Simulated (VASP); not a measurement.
# Ca (Immm) in VASP: further runs

The runs below take Ca through single point, with PBE.

Everything below comes from runs of VASP 6.6.1. Logs are shortened: lines on timing, memory, paths and dates and some standing lists are left out, and cuts for length are marked.

### Step 1. The structure

Symmetry: Immm, No. 71, orthorhombic system. Conventional cell: a = 4.193 Å, b = 4.203 Å, c = 4.891 Å, α = 90.00°, β = 90.00°, γ = 90.00°. Ca (site symmetry mmm) is surrounded by 12 Ca at 3.85 to 4.20 Å.

This isn't the form of Ca at room conditions, which is fcc.

### Step 2. Single point, PBE

Input file INCAR:

```
PREC     = Accurate       # precision mode
ENCUT    = 250            # plane-wave cutoff, eV
EDIFF    = 1E-6           # SCF threshold, eV
ISMEAR   = 1              # smearing method
SIGMA    = 0.1            # smearing width, eV
LREAL    = False          # projectors in reciprocal space
LASPH    = True           # aspherical terms in the spheres
NELM     = 100            # most SCF steps
ALGO     = Normal         # electronic algorithm
ISIF     = 2              # what is computed and relaxed
LWAVE    = False          # write WAVECAR
LCHARG   = False          # write CHGCAR
GGA      = PE             # functional
ADDGRID  = False
```

Input file KPOINTS:

```
Automatic mesh
0
Gamma
  7 7 7
```

Input file POSCAR:

```
Ca
1.0
   -2.1296130000      2.1366080000      2.5183870000
    2.0452440000     -2.1127450000      2.4255450000
    2.0940060000      2.0772270000     -2.4978770000
Ca
1
Direct
    0.5036690000      0.4760610000     -0.0172770000
```

Potentials or basis: VASP PAW PBE potentials, release 64 (Ca_pv).

Run with:

```
$ cat potpaw_PBE.64/Ca_pv/POTCAR > POTCAR
$ mpirun -np 1 vasp_std > vasp.out
```

OUTCAR:

```text
PREC = Accurate
   ENCUT = 250
   EDIFF = 1E-6
   ISMEAR = 1
   LREAL = False
   LASPH = True
   NELM = 100
   ISIF = 2
   GGA = PE

 Found    172 irreducible k-points:

 Following reciprocal coordinates:
            Coordinates               Weight
  0.000000  0.000000  0.000000      1.000000
  0.142857  0.000000 -0.000000      2.000000
  0.285714  0.000000 -0.000000      2.000000
  0.428571  0.000000 -0.000000      2.000000
 -0.000000  0.142857 -0.000000      2.000000
  0.142857  0.142857 -0.000000      2.000000
   k-points           NKPTS =    172   k-points in BZ     NKDIM =    172   number of bands    NBANDS=      8
   number of dos      NEDOS =    301   number of ions     NIONS =      1
   total plane-waves  NPLWV =   8000
   dimension x,y,z NGX =    20 NGY =   20 NGZ =   20
   dimension x,y,z NGXF=    40 NGYF=   40 NGZF=   40
   ions per type =               1
   NGX,Y,Z   is equivalent  to a cutoff of   8.46,  8.72,  8.60 a.u.
   NGXF,Y,Z  is equivalent  to a cutoff of  16.92, 17.45, 17.20 a.u.
 SYSTEM =  unknown system
   PREC   = accura    normal or accurate (medium, high low for compatibility)
   ISTART =      0    job   : 0-new  1-cont  2-samecut
   ICHARG =      2    charge: 1-file 2-atom 10-const
   ISPIN  =      1    spin polarized calculation?
   LNONCOLLINEAR =      F non collinear calculations
   LSORBIT =      F    spin-orbit coupling
   LASPH  =      T    aspherical Exc in radial PAW
   ENCUT  =  250.0 eV  18.37 Ry    4.29 a.u.   5.07  4.91  4.98*2*pi/ulx,y,z
   NELM   =    100;   NELMIN=  2; NELMDL= -5     # of ELM steps
   EDIFF  = 0.1E-05   stopping-criterion for ELM
   LREAL  =      F    real-space projection
[... 7 lines left out ...]
   TEBEG  =    0.0;   TEEND  =   0.0 temperature during run
   PSTRESS=    0.0 pullay stress
   NELECT =       8.0000    total number of electrons
   NUPDOWN=      -1.0000    fix difference up-down
   EMIN   =  10.00;   EMAX   =-10.00  energy-range for DOS
   EFERMI =   0.00;   METHOD = LEGACY
   ISMEAR =     1;   SIGMA  =   0.10  broadening in eV -4-tet -1-fermi 0-gaus
   EFERMI_NEDOS =   21; number of points for ismear=-14 and -15
   IALGO  =     38    algorithm
   IMIX   =      4    mixing-type and parameters
     AMIX     =   0.40;   BMIX     =  1.00
     AMIX_MAG =   1.60;   BMIX_MAG =  1.00
  volume/ion in A,a.u.               =      43.10       290.85
  Fermi-wavevector in a.u.,A,eV,Ry     =   0.933859  1.764737 11.865531  0.872092
  Thomas-Fermi vector in A             =   2.060604
   LORBIT       =      0    0 simple, 1 ext, 2 COOP (PROOUT), +10 PAW based schemes
   GGA     = PE    functional components
   LHFCALC =     F    Hartree Fock is set to
   AEXX    =    0.0000 exact exchange contribution
   IVDW    =     0    specifies the selected vdW correction
   LEPSILON=     F    determine dielectric tensor
   LRPA    =     F    only Hartree local field effects (RPA)
 non-spin polarized calculation
 Methfessel and Paxton  Order N= 1 SIGMA  =   0.10
  energy-cutoff  :      250.00
  volume of cell :       43.10
 maximum number of plane-waves:       405
   NGX = 11   NGY =  9   NGZ =  9

 number of electron       7.9999999 magnetization

 Free energy of the ion-electron system (eV)
  ---------------------------------------------------
  ext. energy  EPLUGINS =         0.00000000
  ---------------------------------------------------
  free energy    TOTEN  =        -1.91365379 eV

  energy without entropy =       -1.91440442  energy(sigma->0) =       -1.91390400

 E-fermi :   2.1638     XC(G=0):  -7.6337

 val. band max:        2.1590347752   @ k =   0.1429   0.4286  -0.0000
 cond. band min:       2.1643496678   @ k =  -0.0000   0.4286   0.1429
 fundamental gap:      0.0053148926
 Fermi energy:         2.1637842015

 k-point     1 :       0.0000    0.0000    0.0000
  band No.  band energies     occupation
      1     -20.8718      2.00000
      2     -20.8694      2.00000
      3     -20.8574      2.00000
      4      -1.8717      2.00000
      5       4.2157      0.00000
      6       4.3434      0.00000
      7       4.9472      0.00000
      8       4.9761      0.00000

 k-point     2 :       0.1429    0.0000   -0.0000
  band No.  band energies     occupation
      1     -20.8907      2.00000
      2     -20.8769      2.00000
      3     -20.8617      2.00000
      4      -1.5353      2.00000
      5       4.0326     -0.00000
      6       4.3494      0.00000
      7       4.9110      0.00000
      8       5.0087      0.00000

 k-point     3 :       0.2857    0.0000   -0.0000
  band No.  band energies     occupation
      1     -20.9449      2.00000
      2     -20.8897      2.00000
      3     -20.8632      2.00000
      4      -0.5930      2.00000
      5       3.3042     -0.00000
      6       4.1374     -0.00000
      7       4.9499      0.00000
      8       5.5233      0.00000

 k-point     4 :       0.4286    0.0000   -0.0000
  band No.  band energies     occupation
      1     -20.9884      2.00000
      2     -20.8999      2.00000
      3     -20.8638      2.00000
      4       0.7037      2.00000
      5       2.2899     -0.07052
      6       3.9233     -0.00000
      7       4.8756      0.00000
      8       5.8057      0.00000

 k-point     5 :      -0.0000    0.1429   -0.0000
  band No.  band energies     occupation
      1     -20.8932      2.00000
      2     -20.8779      2.00000
      3     -20.8631      2.00000
      4      -1.5116      2.00000
      5       4.1870      0.00000
      6       4.3343      0.00000
      7       4.8639      0.00000
      8       4.9144      0.00000

 k-point     6 :       0.1429    0.1429   -0.0000
  band No.  band energies     occupation
      1     -20.9297      2.00000
      2     -20.8885      2.00000
      3     -20.8654      2.00000
      4      -0.9013      2.00000
      5       3.7028     -0.00000
      6       4.1899      0.00000
      7       4.9242      0.00000
      8       5.2190      0.00000

 [... further k-points ...]
[... 5 lines left out ...]
  --------------------------------------------------------------------------------------
  -------------------------------------------------------------------------------------
  Total       -0.0986761     -0.1997380     -0.0476194      0.0676482     -0.0561003      0.1931328
  in kB       -3.6681861     -7.4250654     -1.7702056      2.5147537     -2.0854747      7.1795208
  external PRESSURE =      -4.2878190 kB  Pullay stress =       0.0000000 kB

 VOLUME and BASIS-vectors are now :
 -----------------------------------------------------------------------------
  energy-cutoff  :      250.00
  volume of cell :       43.10
      direct lattice vectors                 reciprocal lattice vectors
    -2.129613000  2.136608000  2.518387000     0.005544617  0.236380961  0.201221828
     2.045244000 -2.112745000  2.425545000     0.245206417  0.001067158  0.206447491
     2.094006000  2.077227000 -2.497877000     0.243696023  0.239358134  0.003003396

 POSITION                                       TOTAL-FORCE (eV/Angst)
 -----------------------------------------------------------------------------------
      1.95887      2.11169     -0.03158         0.000000      0.000000      0.000000
 -----------------------------------------------------------------------------------
    total drift:                               -0.000026      0.000020     -0.000002

  FREE ENERGIE OF THE ION-ELECTRON SYSTEM (eV)
  ---------------------------------------------------
  free  energy   TOTEN  =        -1.9136537874 eV

  energy  without entropy=       -1.9144044201  energy(sigma->0) =       -1.91390400
```

OSZICAR:

```text
N       E                     dE             d eps       ncg     rms          rms(c)
DAV:   1     0.102935660367E+02    0.10294E+02   -0.30747E+03  2752   0.872E+02
DAV:   2    -0.141276914099E+01   -0.11706E+02   -0.11670E+02  2928   0.103E+02
DAV:   3    -0.189740435873E+01   -0.48464E+00   -0.48425E+00  4360   0.259E+01
DAV:   4    -0.190374710311E+01   -0.63427E-02   -0.63428E-02  3792   0.222E+00
DAV:   5    -0.190378530232E+01   -0.38199E-04   -0.38199E-04  4448   0.163E-01    0.741E-01
DAV:   6    -0.190929595115E+01   -0.55106E-02   -0.70402E-03  3144   0.169E+00    0.430E-01
DAV:   7    -0.191365757910E+01   -0.43616E-02   -0.83409E-03  3112   0.181E+00    0.514E-02
DAV:   8    -0.191364321807E+01    0.14361E-04   -0.41678E-04  3448   0.361E-01    0.862E-03
DAV:   9    -0.191365030673E+01   -0.70887E-05   -0.13628E-05  4840   0.332E-02    0.656E-03
DAV:  10    -0.191365321362E+01   -0.29069E-05   -0.19369E-06  3440   0.287E-02    0.166E-03
DAV:  11    -0.191365378740E+01   -0.57378E-06   -0.43553E-08  1680   0.253E-03
   1 F= -.19136538E+01 E0= -.19139040E+01  d E =0.750633E-03
```

stdout:

```text
POSCAR found type information on POSCAR Ca
 POSCAR found :  1 types and       1 ions
 scaLAPACK will be used
 LDA part: xc-table for (Slater+PW92), standard interpolation
 POSCAR, INCAR and KPOINTS ok, starting setup
 FFT: planning ... GRIDC
 FFT: planning ... GRID_SOFT
 FFT: planning ... GRID
 WAVECAR not read
 entering main loop
```

Wall time 9.6 s (1 thread of Intel Xeon Platinum 8488C (Sapphire Rapids), shared host); peak memory 0.13 GiB.

The run converged, but some of its settings lie outside the range that counts as converged, so its numbers aren't taken as properties of the crystal.

What came out:

* Free energy: -1.9137 eV
* Pressure: -0.4 GPa
* Band gap on the k mesh: none (metal or under the smearing width)

### Step 3. Single point, PBE

This run uses another cell than the first one, of the same volume but with other edges.

INCAR, as its differences from that of step 2:

```diff
@@ -1,3 +1,3 @@
 PREC     = Accurate       # precision mode
-ENCUT    = 250            # plane-wave cutoff, eV
+ENCUT    = 300            # plane-wave cutoff, eV
 EDIFF    = 1E-6           # SCF threshold, eV
```

KPOINTS is that of step 2.

Input file POSCAR:

```
Ca
1.0
   -2.0964874600      2.1017318100      2.4453524600
    2.0964874600     -2.1017318100      2.4453524600
    2.0964874600      2.1017318100     -2.4453524600
Ca
1
Direct
    0.5000000000      0.5000000000      0.0000000000
```

Potentials or basis: VASP PAW PBE potentials, release 64 (Ca_pv).

Run with:

```
$ cat potpaw_PBE.64/Ca_pv/POTCAR > POTCAR
$ mpirun -np 1 vasp_std > vasp.out
```

OUTCAR:

```text
PREC = Accurate
   ENCUT = 300
   EDIFF = 1E-6
   ISMEAR = 1
   LREAL = False
   LASPH = True
   NELM = 100
   ISIF = 2
   GGA = PE

 Found     64 irreducible k-points:

 Following reciprocal coordinates:
            Coordinates               Weight
  0.000000  0.000000  0.000000      1.000000
  0.142857 -0.000000  0.000000      4.000000
  0.285714 -0.000000  0.000000      4.000000
  0.428571 -0.000000  0.000000      4.000000
 -0.000000  0.142857  0.000000      4.000000
  0.142857  0.142857  0.000000      8.000000
   k-points           NKPTS =     64   k-points in BZ     NKDIM =     64   number of bands    NBANDS=      8
   number of dos      NEDOS =    301   number of ions     NIONS =      1
   total plane-waves  NPLWV =  13824
   dimension x,y,z NGX =    24 NGY =   24 NGZ =   24
   dimension x,y,z NGXF=    48 NGYF=   48 NGZF=   48
   ions per type =               1
   NGX,Y,Z   is equivalent  to a cutoff of  10.37, 10.37, 10.37 a.u.
   NGXF,Y,Z  is equivalent  to a cutoff of  20.75, 20.75, 20.75 a.u.
 SYSTEM =  unknown system
   PREC   = accura    normal or accurate (medium, high low for compatibility)
   ISTART =      0    job   : 0-new  1-cont  2-samecut
   ICHARG =      2    charge: 1-file 2-atom 10-const
   ISPIN  =      1    spin polarized calculation?
   LNONCOLLINEAR =      F non collinear calculations
   LSORBIT =      F    spin-orbit coupling
   LASPH  =      T    aspherical Exc in radial PAW
   ENCUT  =  300.0 eV  22.05 Ry    4.70 a.u.   5.43  5.43  5.43*2*pi/ulx,y,z
   NELM   =    100;   NELMIN=  2; NELMDL= -5     # of ELM steps
   EDIFF  = 0.1E-05   stopping-criterion for ELM
   LREAL  =      F    real-space projection
[... 7 lines left out ...]
   TEBEG  =    0.0;   TEEND  =   0.0 temperature during run
   PSTRESS=    0.0 pullay stress
   NELECT =       8.0000    total number of electrons
   NUPDOWN=      -1.0000    fix difference up-down
   EMIN   =  10.00;   EMAX   =-10.00  energy-range for DOS
   EFERMI =   0.00;   METHOD = LEGACY
   ISMEAR =     1;   SIGMA  =   0.10  broadening in eV -4-tet -1-fermi 0-gaus
   EFERMI_NEDOS =   21; number of points for ismear=-14 and -15
   IALGO  =     38    algorithm
   IMIX   =      4    mixing-type and parameters
     AMIX     =   0.40;   BMIX     =  1.00
     AMIX_MAG =   1.60;   BMIX_MAG =  1.00
  volume/ion in A,a.u.               =      43.10       290.85
  Fermi-wavevector in a.u.,A,eV,Ry     =   0.933859  1.764737 11.865532  0.872092
  Thomas-Fermi vector in A             =   2.060604
   LORBIT       =      0    0 simple, 1 ext, 2 COOP (PROOUT), +10 PAW based schemes
   GGA     = PE    functional components
   LHFCALC =     F    Hartree Fock is set to
   AEXX    =    0.0000 exact exchange contribution
   IVDW    =     0    specifies the selected vdW correction
   LEPSILON=     F    determine dielectric tensor
   LRPA    =     F    only Hartree local field effects (RPA)
 non-spin polarized calculation
 Methfessel and Paxton  Order N= 1 SIGMA  =   0.10
  energy-cutoff  :      300.00
  volume of cell :       43.10
 maximum number of plane-waves:       516
 NGX is ok and might be reduce to    24

 number of electron       8.0000003 magnetization

 Free energy of the ion-electron system (eV)
  ---------------------------------------------------
  ext. energy  EPLUGINS =         0.00000000
  ---------------------------------------------------
  free energy    TOTEN  =        -1.91765049 eV

  energy without entropy =       -1.91940777  energy(sigma->0) =       -1.91823625

 E-fermi :   2.1650     XC(G=0):  -7.6347

 val. band max:        2.1345320145   @ k =  -0.4286   0.4286   0.4286
 cond. band min:       2.2069987483   @ k =  -0.4286  -0.4286   0.1429
 fundamental gap:      0.0724667337
 Fermi energy:         2.1649784320

 k-point     1 :       0.0000    0.0000    0.0000
  band No.  band energies     occupation
      1     -20.8754      2.00000
      2     -20.8752      2.00000
      3     -20.8602      2.00000
      4      -1.8720      2.00000
      5       4.2912      0.00000
      6       4.3049      0.00000
      7       4.8843      0.00000
      8       5.0024      0.00000

 k-point     2 :       0.1429   -0.0000    0.0000
  band No.  band energies     occupation
      1     -20.8954      2.00000
      2     -20.8818      2.00000
      3     -20.8654      2.00000
      4      -1.5283      2.00000
      5       4.0992     -0.00000
      6       4.3251      0.00000
      7       4.9360      0.00000
      8       4.9378      0.00000
[... 23 lines left out ...]
 k-point     5 :      -0.0000    0.1429    0.0000
  band No.  band energies     occupation
      1     -20.8954      2.00000
      2     -20.8820      2.00000
      3     -20.8654      2.00000
      4      -1.5273      2.00000
      5       4.1095     -0.00000
      6       4.3126      0.00000
      7       4.9328      0.00000
      8       4.9446      0.00000

 k-point     6 :       0.1429    0.1429    0.0000
  band No.  band energies     occupation
      1     -20.9281      2.00000
      2     -20.8933      2.00000
      3     -20.8701      2.00000
      4      -0.9188      2.00000
      5       3.6891     -0.00000
      6       4.1277     -0.00000
      7       4.9636      0.00000
      8       5.2477      0.00000

 [... further k-points ...]
[... 5 lines left out ...]
  --------------------------------------------------------------------------------------
  -------------------------------------------------------------------------------------
  Total       -0.1466623     -0.1663276     -0.0310012      0.0000000      0.0000000      0.0000000
  in kB       -5.4520261     -6.1830663     -1.1524388      0.0000000      0.0000000      0.0000000
  external PRESSURE =      -4.2625104 kB  Pullay stress =       0.0000000 kB

 VOLUME and BASIS-vectors are now :
 -----------------------------------------------------------------------------
  energy-cutoff  :      300.00
  volume of cell :       43.10
      direct lattice vectors                 reciprocal lattice vectors
    -2.096487460  2.101731810  2.445352460     0.000000000  0.237899050  0.204469502
     2.096487460 -2.101731810  2.445352460     0.238494153  0.000000000  0.204469502
     2.096487460  2.101731810 -2.445352460     0.238494153  0.237899050  0.000000000

 POSITION                                       TOTAL-FORCE (eV/Angst)
 -----------------------------------------------------------------------------------
      0.00000      0.00000      2.44535        -0.000000     -0.000000      0.000000
 -----------------------------------------------------------------------------------
    total drift:                               -0.000000      0.000000      0.000000

  FREE ENERGIE OF THE ION-ELECTRON SYSTEM (eV)
  ---------------------------------------------------
  free  energy   TOTEN  =        -1.9176504929 eV

  energy  without entropy=       -1.9194077723  energy(sigma->0) =       -1.91823625
```

stdout:

```text
POSCAR found type information on POSCAR Ca
 POSCAR found :  1 types and       1 ions
 scaLAPACK will be used
 LDA part: xc-table for (Slater+PW92), standard interpolation
 POSCAR, INCAR and KPOINTS ok, starting setup
 FFT: planning ... GRIDC
 FFT: planning ... GRID_SOFT
 FFT: planning ... GRID
 WAVECAR not read
 entering main loop
```

It took 4.7 s on 1 thread of Intel Xeon Platinum 8488C (Sapphire Rapids), shared host; peak memory 0.13 GiB.

The run converged, but some of its settings lie outside the range that counts as converged, so its numbers aren't taken as properties of the crystal.

Results:

| Quantity | Value |
| --- | --- |
| Free energy | -1.9177 eV |
| Pressure | -0.4 GPa |
| Band gap on the k mesh | none (metal or under the smearing width) |
